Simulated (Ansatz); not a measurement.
ScAl3:

```
Sc Al
1.0
     4.08781    0.00000    0.00000
     0.00000    4.08781    0.00000
     0.00000    0.00000    4.08781
Sc Al
1 3
Direct
  0.00000 0.00000 0.00000
  0.50000 0.50000 0.00000
  0.00000 0.50000 0.50000
  0.50000 0.00000 0.50000
```

The cell is a database's computed one.

```yaml
Program: Ansatz 0.2.0
Task: relaxation of cell and atoms
Functional: LDA
Potentials_or_basis: Ansatz PAW
Cutoff: "420 eV (not typed: the program's choice for these potentials)"
k_mesh: 7 × 7 × 7
Occupations: fermi-dirac, width 0.05 eV
Spin: no spin polarisation
```

At the start: volume 17.08 Å³/atom.

Q: How do energy, volume and symmetry change on relaxing?

A: It ends after 5 steps and the volume is 16.38 Å³/atom (-4.1 %); space group Pm-3m (No. 221, to 0.05 Å).

Step by step:
| step | energy change (eV) | largest force (eV/Å) | volume (Å³) |
| --- | --- | --- | --- |
| 1 | 0.0000 | 0.0000 | 68.31 |
| 2 | -0.0161 | 0.0000 | 63.57 |
| 3 | -0.0341 | 0.0000 | 65.66 |
| 4 | -0.0342 | 0.0000 | 65.54 |
| 5 | -0.0335 | 0.0000 | 65.54 |

Final structure:
```
CELL_PARAMETERS angstrom
4.03182 0.00000 0.00000
0.00000 4.03182 0.00000
0.00000 0.00000 4.03182
ATOMIC_POSITIONS crystal
Sc 0.00000 0.00000 0.00000
Al 0.50000 0.50000 0.00000
Al 0.00000 0.50000 0.50000
Al 0.50000 0.00000 0.50000
```

Caveat: the plane-wave basis is chosen anew once the cell has moved, so the energies of steps on either side of that aren't comparable; the PAW data sets come from PBE, with cores solved anew for the run's functional, which leaves a small shift of forces and pressure.
